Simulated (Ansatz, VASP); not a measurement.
# One calculation of MoH5, two programs

```
CELL_PARAMETERS angstrom
2.42242 0.00000 0.00000
0.00000 2.42242 0.00000
0.00000 0.00000 10.26128
ATOMIC_POSITIONS crystal
H 0.50000 0.50000 0.33448
H 0.50000 0.50000 0.66552
H 0.00000 0.00000 0.17599
H 0.00000 0.00000 0.82401
H 0.00000 0.00000 0.50000
Mo 0.50000 0.50000 0.00000
```

Change from the starting cell: species swapped into the Hf5Pb type (P4/mmm, No. 123).

Alike in both runs: task single point; functional PBE; k mesh 8 × 8 × 2; occupations gaussian, width 0.1 eV; no spin polarisation.

```csv
,VASP,Ansatz
version,VASP 6.6.1,Ansatz 0.2.0
potentials or method,"VASP PAW PBE potentials, release 64 (H, Mo_sv)","scalar-relativistic, plane waves, PAW"
plane-wave cutoff (eV),520,420
valence electrons in the cell,19,19
```

VASP gave:

| Quantity | Value |
| --- | --- |
| gap on the k mesh at the Fermi level (eV) | none |
| pressure (GPa) | -9.7 |
| largest component of the traceless stress (GPa) | 17.11 |
| rms of the force components (eV/Å) | 0.426 |

**Question.** What did Ansatz give for the same quantities?

**Answer.** gap on the k mesh at the Fermi level (eV): none; pressure (GPa): -9.8; largest component of the traceless stress (GPa): 16.95; rms of the force components (eV/Å): 0.427.

Atom by atom the forces differ by 0.001 eV/Å (rms over components). A gap of «none» marks a metal or a gap that the smearing closes.

Caveats: forces of over 1 eV/Å show positions far from the minimum, so gaps and moduli don't describe the material at rest.
